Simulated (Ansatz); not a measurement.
The system is Bi2Se3 (Paraguanajuatite).

```
Bi Se
1.0
     2.07150    1.19598    9.54533
    -2.07150    1.19598    9.54533
     0.00000   -2.39196    9.54533
Bi Se
2 3
Direct
  0.59920 0.59920 0.59920
  0.40080 0.40080 0.40080
  0.78830 0.78830 0.78830
  0.21170 0.21170 0.21170
  0.00000 0.00000 0.00000
```

Base run:

* Program: Ansatz 0.2.0
* Functional: LDA
* Potentials or basis: Ansatz PAW
* Cutoff: 420 eV (not typed: the program's choice for these potentials)
* k mesh: 8 × 8 × 8
* Occupations: fermi-dirac, width 0.05 eV
* Spin: no spin polarisation

Its results: band gap on the k mesh 0.09 eV, direct; pressure -1.8 GPa; largest force 0.118 eV/Å.

Question: The run is repeated on the same cell with these changes: functional from LDA to RPBE. What comes out?

Answer: Band gap on the k mesh 0.29 eV, direct; pressure 4.2 GPa; largest force 0.161 eV/Å.

RPBE binds less tightly than LDA, so the same cell stands under more pressure.

Caveats: spin-orbit coupling is left out, which as a rule narrows the gap of such compounds by several tenths of an eV; the PAW data sets come from PBE, with cores solved anew for the run's functional, which leaves a small shift of forces and pressure.
